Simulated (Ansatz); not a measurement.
GaN:

```
CELL_PARAMETERS angstrom
0.00000 2.25350 2.25350
2.25350 0.00000 2.25350
2.25350 2.25350 0.00000
ATOMIC_POSITIONS crystal
Ga 0.00000 0.00000 0.00000
N 0.25000 0.25000 0.25000
```

The cell is a database's computed one.

Program: Ansatz 0.2.0. Alike in all runs: task single point; potentials or basis all-electron PAW datasets made for the crystal; no spin polarisation; cell as given; cutoff (eV) 490; smearing fermi-dirac 0.05 eV.

Question: Order these runs on this cell by their band gap on the k mesh, lowest first.
A. level PBE0; k mesh 6 × 6 × 6; mesh quality not flagged
B. level HSE06; k mesh 6 × 6 × 6; mesh quality not flagged
C. level HSE(alpha, omega); k mesh 5 × 5 × 5; share of exact exchange 0.25; screening of exact exchange 0.6 1/A; mesh quality coarse

Answer: C (2.29 eV), B (2.98 eV), A (3.67 eV).

Caveats: some runs use coarse meshes; an odd mesh through Γ misses points on the zone boundary, where band edges often lie (some runs).

Not every run made on this cell is shown here.
